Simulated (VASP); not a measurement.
A VASP 6.6.1 single-point calculation on CdSe

INCAR

```
IBRION = -1
EDIFF = 1E-7
NSW = 0
NELM = 120
NBANDS = 16
SIGMA = 0.1
LCHARG = .FALSE.
LASPH = .TRUE.
LREAL = .FALSE.
ISMEAR = -5
GGA = CA
ISIF = 2
LWAVE = .FALSE.
PREC = Accurate
ENCUT = 520
```

KPOINTS

```
KPOINTS created by Atomic Simulation Environment
0
Gamma
8 8 8
0 0 0
```

POSCAR

```
Cd Se
 1.0000000000000000
     3.5331017259661111   -0.0000000000000000    0.0000000000000000
    -0.0000000000000000    3.5331017259661111    0.0000000000000000
     0.0000000000000000    0.0000000000000000    3.5331017259661111
 Cd  Se
   1   1
Cartesian
 -0.0000000000000000  0.0000000000000000 -0.0000000000000000
  1.7665508629830555  1.7665508629830555  1.7665508629830555
```

The recommended LDA PAW datasets give the neutral cell 18 valence electrons.

Command

```
mpirun -np 1 vasp_std
```

**Question.** How does this run end, and what does it give?

**Answer.** It converged. Results: gap between bands v and c on the k mesh -1.34 eV (bands overlap: a metal); least direct gap on the k mesh 0.00 eV; pressure -4.6 GPa. Band v is the last that the valence electrons fill when counted band by band, and c is the next.

OSZICAR

```
N       E                     dE             d eps       ncg     rms          rms(c)
DAV:   1     0.105286315815E+03    0.10529E+03   -0.89966E+03  1160   0.104E+03
DAV:   2    -0.257560243493E+01   -0.10786E+03   -0.10157E+03  1368   0.253E+02
DAV:   3    -0.610891352942E+01   -0.35333E+01   -0.35293E+01  1336   0.471E+01
DAV:   4    -0.611884735330E+01   -0.99338E-02   -0.99691E-02  1392   0.246E+00
DAV:   5    -0.611888317795E+01   -0.35825E-04   -0.35871E-04  1392   0.137E-01    0.510E+00
DAV:   6    -0.566488453492E+01    0.45400E+00   -0.13344E+00  1312   0.106E+01    0.457E+00
DAV:   7    -0.565606745984E+01    0.88171E-02   -0.68393E-02  1160   0.251E+00    0.231E+00
DAV:   8    -0.564881072463E+01    0.72567E-02   -0.97626E-03  1280   0.870E-01    0.219E-01
DAV:   9    -0.564921931627E+01   -0.40859E-03   -0.28590E-04  1360   0.186E-01    0.566E-02
DAV:  10    -0.564923864069E+01   -0.19324E-04   -0.42490E-05  1248   0.555E-02    0.129E-02
DAV:  11    -0.564920805291E+01    0.30588E-04   -0.11728E-06  1336   0.128E-02    0.285E-03
DAV:  12    -0.564921917395E+01   -0.11121E-04   -0.63652E-08   952   0.249E-03    0.122E-03
DAV:  13    -0.564921760087E+01    0.15731E-05   -0.56143E-09   656   0.653E-04    0.206E-04
DAV:  14    -0.564921615014E+01    0.14507E-05   -0.17677E-09   656   0.262E-04    0.476E-05
DAV:  15    -0.564921613710E+01    0.13043E-07   -0.20121E-10   584   0.106E-04
   1 F= -.56492161E+01 E0= -.56492161E+01  d E =0.000000E+00
```

For comparison, a separate LDA run of the intended cell, on usual settings and not on those above, gives a gap of -1.33 eV on its mesh and a pressure of -4.5 GPa.
